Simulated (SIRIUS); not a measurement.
# Moving the functional in Zn

```
Zn
1.0
     2.67000    0.00000    0.00000
    -1.33500    2.31229    0.00000
     0.00000    0.00000    4.96600
Zn
2
Cartesian
  1.3350 0.7708 3.7245
  0.0000 1.5415 1.2415
```

Kept alike: task single point; k mesh 8 × 8 × 4; occupations fermi-dirac, width 0.05 eV; no spin polarisation. Program: SIRIUS, PseudoDojo 0.4.1 PBE standard (scalar relativistic), cutoff 1152 eV. The mesh is that of the run's cell of 2 atoms. No spin-orbit coupling.

| functional | pressure (GPa) |
| --- | --- |
| AM05 | -6.24 |
| APBE | 0.99 |
| BLYP | 4.26 |
| KT2 | -5.16 |
| LDA | -10.86 |
| PBE | -0.70 |
| PBEsol | -5.97 |
| PW91 | -0.91 |
| RPBE | 3.17 |
| SOGGA | -7.04 |
| revPBE | 2.16 |

Pressure is positive in compression; the values hold the error of the finite cutoff, so their zero can differ a little from the energy's minimum. For a metal such a mesh leaves the last digits unconverged. All rows use potentials made for PBE.

The pressure runs from -10.86 (LDA) to 4.26 GPa (BLYP). From PBE: AM05 -5.54; APBE +1.69; BLYP +4.96; KT2 -4.46; LDA -10.16; PBEsol -5.27; PW91 -0.21; RPBE +3.87; SOGGA -6.34; revPBE +2.86. A positive pressure means that the functional's own cell is larger than the one given, a negative one that it is smaller.
